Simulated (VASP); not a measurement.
Set up this calculation in VASP 6.6.1, as the native input.

| Item | Value |
| --- | --- |
| Task | work function |
| Functional | PBE |
| Potentials or basis | VASP PAW PBE potentials, release 64 (Li_sv, Cl) |
| Cutoff | 520 eV |
| k mesh | 8 × 8 × 1 |
| Occupations | gaussian, width 0.05 eV |
| Spin | no spin polarisation |
| Dipole correction | yes |
| Further INCAR settings | ALGO = Fast; EDIFF = 1e-07 |

The structure of LiCl lies in POSCAR:

```
LiCl
1.0
    3.9248822083      0.0000000000      0.0000000000
   -1.9624411041      3.3990476993      0.0000000000
    0.0000000000      0.0000000000     25.3174625167
Li Cl
4 4
Direct
    0.6666666700      0.3333333400      0.2962382188
    0.3333333300      0.6666666600      0.4217871555
    0.6666666700      0.3333333400      0.5473360923
    0.3333333300      0.6666666600      0.6728850290
    0.3333333300      0.6666666600      0.3271149710
    0.6666666700      0.3333333400      0.4526639077
    0.3333333300      0.6666666600      0.5782128445
    0.6666666700      0.3333333400      0.7037617812
```

The cell isn't the ideal one: the (0 0 1) slab of LiCl, cut from the database cell, not relaxed.

The input as run:

INCAR

```
SYSTEM = LiCl
  PREC = Accurate
  ENCUT = 520
  EDIFF = 1E-7
  ISMEAR = 0
  SIGMA = 0.05
  LREAL = .FALSE.
  LASPH = .TRUE.
  NELM = 80
  ALGO = Fast
  ISIF = 2
  LWAVE = .FALSE.
  LCHARG = .TRUE.
  LDIPOL = .TRUE.
  IDIPOL = 3
  DIPOL = 0.5 0.5 0.500
  GGA = PE
  LELF = .TRUE.
  LVHAR = .TRUE.
  LVACPOTAV = .TRUE.
```

KPOINTS

```
Automatic mesh
0
G
  8 8 1
  0 0 0
```

Potentials or basis: VASP PAW PBE potentials, release 64 (Li_sv, Cl).

Launch:

```sh
$ cat potpaw_PBE.64/Li_sv/POTCAR potpaw_PBE.64/Cl/POTCAR > POTCAR
$ mpirun -np 1 vasp_std > vasp.out
```

Results of the run:

* Largest force: 0.652 eV/Å
* Band gap on the k mesh: none (metal or under the smearing width)
* Work function of the upper face: 8.50 eV
* Work function of the lower face: 2.36 eV

Run time: 9.3 min on 1 thread of Intel(R) Xeon(R) Platinum 8559C (Emerald Rapids), on a shared host, peak memory 0.44 GiB.
